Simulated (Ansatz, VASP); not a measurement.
## Two plane-wave programs on GePt (series)

INCAR

```
SYSTEM = GePt
ALGO     = Normal         ! electronic algorithm
EDIFF    = 1E-6           ! SCF threshold, eV
ENCUT    = 520            ! plane-wave cutoff, eV
GGA      = PE             ! functional
ISIF     = 2              ! what is computed and relaxed
ISMEAR   = 0              ! smearing method
LASPH    = .True.         ! aspherical terms in the spheres
LCHARG   = .False.        ! write CHGCAR
LREAL    = .False.        ! projectors in reciprocal space
LWAVE    = .False.        ! write WAVECAR
NBANDS   = 58             ! bands
NELM     = 80             ! most SCF steps
PREC     = Accurate       ! precision mode
SIGMA    = 0.1            ! smearing width, eV
```

KPOINTS

```
k-points
0
Gamma
  2 4 2
  0 0 0
```

POSCAR

```
GePt
1.0
    5.7190000000      0.0000000000      0.0000000000
    0.0000000000      3.6970000000      0.0000000000
    0.0000000000      0.0000000000      6.0840000000
Ge Pt
4 4
Direct
    0.1850000000      0.2500000000      0.5900000000
    0.3150000000      0.7500000000      0.0900000000
    0.6850000000      0.2500000000      0.9100000000
    0.8150000000      0.7500000000      0.4100000000
    0.9995000000      0.2500000000      0.1908000000
    0.5005000000      0.7500000000      0.6908000000
    0.4995000000      0.2500000000      0.3092000000
    0.0005000000      0.7500000000      0.8092000000
```

Input for Ansatz:

```yaml
crystal:
  lattice:
    - [5.719, 0.0, 0.0]
    - [0.0, 3.697, 0.0]
    - [0.0, 0.0, 6.084]
  atoms:
    - { symbol: Ge, position: [0.185, 0.25, 0.59] }
    - { symbol: Ge, position: [0.315, 0.75, 0.09] }
    - { symbol: Ge, position: [0.685, 0.25, 0.91] }
    - { symbol: Ge, position: [0.815, 0.75, 0.41] }
    - { symbol: Pt, position: [0.9995, 0.25, 0.1908] }
    - { symbol: Pt, position: [0.5005, 0.75, 0.6908] }
    - { symbol: Pt, position: [0.4995, 0.25, 0.3092] }
    - { symbol: Pt, position: [0.0005, 0.75, 0.8092] }
basis:
  ecutwfc: 420
kpoints:
  mp_grid: { grid: [2, 4, 2] }
hamiltonian:
  xc: pbe
  pseudopotentials: { kind: paw }
scf:
  occupations: { method: gaussian, width: 0.1 }
output:
  forces: true
  stress: true
  eigenvalues: true
```

Alike in both runs: task single point; functional PBE; k mesh 2 × 4 × 2; occupations gaussian, width 0.1 eV; no spin polarisation.

|  | VASP | Ansatz |
| --- | --- | --- |
| version | VASP 6.6.1 | Ansatz 0.2.0 |
| potentials or method | VASP PAW PBE potentials, release 64 (Ge_d, Pt) | scalar-relativistic, plane waves, PAW |
| plane-wave cutoff (eV) | 520 | 420 |
| valence electrons in the cell | 96 | 128 |

Ansatz gave:

* gap on the k mesh at the Fermi level (eV): none
* pressure (GPa): 8.6
* largest component of the traceless stress (GPa): 0.47
* rms of the force components (eV/Å): 0.063

Question: What did VASP give for the same quantities?

Answer: gap on the k mesh at the Fermi level (eV): none; pressure (GPa): 8.6; largest component of the traceless stress (GPa): 0.48; rms of the force components (eV/Å): 0.063.

Atom by atom the forces differ by 0.002 eV/Å (rms over components). A gap of «none» marks a metal or a gap that the smearing closes. With one functional, cell and mesh, what is left measures potentials, basis and numerics. The two sets of potentials don't hold the same shells in valence.

Caveats: the k mesh is coarse (spacing up to 0.55 Å⁻¹), so the values aren't converged. The runs have no spin-orbit coupling, so splittings on Pt are missing.
